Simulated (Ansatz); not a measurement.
LiNbO₃ in the cubic perovskite structure, relaxed with r2SCAN in Ansatz: the symmetry is Pm-3m (No. 221, cubic); a = 3.933 Å in the conventional setting, 12.17 Å³ an atom. Li has 12 O at 2.78 Å; Nb has 6 O at 1.97 Å; O has 2 Nb at 1.97 Å and 4 Li at 2.78 Å. The cell was then strained (x, y and z are the cube axes), with the atoms relaxed again; stress is positive in compression. Simulation only: spin-unpolarised, and no claim that this is the phase found in nature.

- Uniaxial -1.5 % along x, other directions held: r2SCAN's stress changes by +7.23 GPa along the strain and +1.20 GPa across it.
- Isotropic +0.5 % on every length: the pressure changes by -2.89 GPa, and the HSE06 gap (R → Γ) goes from 2.999 to 2.954 eV.

Task: Estimate C₁₁, C₁₂ and the bulk modulus from the uniaxial step.

Result: With compression positive, C₁₁ ≈ −Δσ∥/ε = (-7.23)/(-0.0150) = 482 GPa and C₁₂ ≈ (-1.20)/(-0.0150) = 80 GPa; B = (C₁₁ + 2C₁₂)/3 = 214 GPa. A one-sided step carries third-order terms: it reads high by some per cent.

Task: What bulk modulus does the isotropic step give?

Result: Δ ln V = 3 ln(1.0050) = +0.0150, so B ≈ −ΔP/Δ ln V = 193 GPa, against 214 GPa from C₁₁ and C₁₂; one-sided steps of finite size carry third-order terms.

Task: Give the volume deformation potential of that gap and its pressure coefficient.

Result: a_V = ΔE_g/Δ ln V = (-0.045)/(+0.0150) = -3.01 eV; dE_g/dP = −a_V/B = +16 meV/GPa, with HSE06's gap and r2SCAN's modulus.

Spin-orbit coupling is left out.

The meshes of the hybrids are coarse, so their gaps aren't converged to the digits shown.
